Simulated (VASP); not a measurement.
The system is SiC.

```xyz
2
Lattice="0.0000 2.2526 2.2526 2.2526 0.0000 2.2526 2.2526 2.2526 0.0000" Properties=species:S:1:pos:R:3 pbc="T T T"
C     3.3789    3.3789    3.3789
Si    2.2526    2.2526    2.2526
```

The cell was built by a generator and isn't the measured one.

* Program: VASP 6.6.1
* Task: relaxation of cell and atoms
* Functional: PBEsol
* Potentials or basis: VASP PAW PBE potentials, release 64 (C, Si)
* Cutoff: 600 eV
* k mesh: 9 × 9 × 9
* Occupations: gaussian, width 0.02 eV
* Spin: no spin polarisation

At the start: pressure -18.1 GPa; volume 11.43 Å³/atom.

Problem. Where does the relaxation end?

Solution. Over 4 steps the energy falls by 66.6 meV/atom and the volume is 10.34 Å³/atom (-9.5 %); space group F-43m (No. 216, to 0.05 Å).

The path:
| step | energy change (eV) | largest force (eV/Å) | pressure (GPa) | volume (Å³) |
| --- | --- | --- | --- | --- |
| 1 | 0.0000 | 0.0000 | -18.11 | 22.86 |
| 2 | -0.0013 | 0.0000 | 24.73 | 18.85 |
| 3 | -0.1332 | 0.0000 | -0.33 | 20.72 |
| 4 | -0.1332 | 0.0000 | 0.11 | 20.68 |

Final structure:
```
C Si
1.0
     0.00000    2.17863    2.17863
     2.17863    0.00000    2.17863
     2.17863    2.17863    0.00000
C Si
1 1
Direct
  0.75000 0.75000 0.75000
  0.50000 0.50000 0.50000
```

Caveat: the PAW data sets were made with another functional, which shifts forces and pressure a little.
